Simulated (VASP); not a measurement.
Wanted: the native input for a VASP 6.6.1 run.

```yaml
Task: relaxation of cell and atoms
Functional: r2SCAN
Potentials_or_basis: VASP PAW PBE potentials, release 64 (Zr_sv, B)
Cutoff: 600 eV
k_mesh: 15 × 15 × 12
Occupations: gaussian, width 0.1 eV
Spin: no spin polarisation
Further_INCAR_settings: ALGO = Normal; EDIFF = 1e-07; IBRION = 2; EDIFFG = -0.004; NSW = 80; ISIF = 3
```

The structure of ZrB2 lies in POSCAR:

```
ZrB2
1.0
    3.1700000000      0.0000000000      0.0000000000
   -1.5850000000      2.7453005300      0.0000000000
    0.0000000000      0.0000000000      3.5330000000
Zr B
1 2
Direct
    0.0000000000      0.0000000000      0.0000000000
    0.3333333300      0.6666666700      0.5000000000
    0.6666666700      0.3333333300      0.5000000000
```

One way to write it, as run:

INCAR

```
SYSTEM = ZrB2
PREC = Accurate
ENCUT = 600
EDIFF = 1E-7
ISMEAR = 0
SIGMA = 0.1
LREAL = .FALSE.
LASPH = .TRUE.
NELM = 80
ALGO = Normal
ISIF = 3
LWAVE = .FALSE.
LCHARG = .FALSE.
METAGGA = R2SCAN
LMIXTAU = .TRUE.
IBRION = 2
NSW = 80
EDIFFG = -0.004
```

KPOINTS

```
Automatic mesh
0
G
  15 15 12
  0 0 0
```

Potentials or basis: VASP PAW PBE potentials, release 64 (Zr_sv, B).

The run is started by

```sh
$ cat potpaw_PBE.64/Zr_sv/POTCAR potpaw_PBE.64/B/POTCAR > POTCAR
$ mpirun -np 1 vasp_std > vasp.out
```

It gave:

* Relaxed volume: 10.29 Å³/atom
* Relaxed cell: a = 3.167 Å, b = 3.167 Å, c = 3.552 Å, α = 90.00°, β = 90.00°, γ = 120.00°
* Space group after relaxing (to 0.05 Å): P6/mmm (No. 191)
* Energy gained by relaxing: 0.4 meV/atom
* Ionic steps: 5
* Pressure after relaxing: 0.0 GPa
* Band gap on the k mesh: none (metal or under the smearing width)

Caveat: the PAW data sets were made with another functional, which shifts forces and pressure a little.

Wall time 9.9 min on 1 thread of Intel(R) Xeon(R) 6975P-C (Granite Rapids) (shared host), peak memory 0.25 GiB.
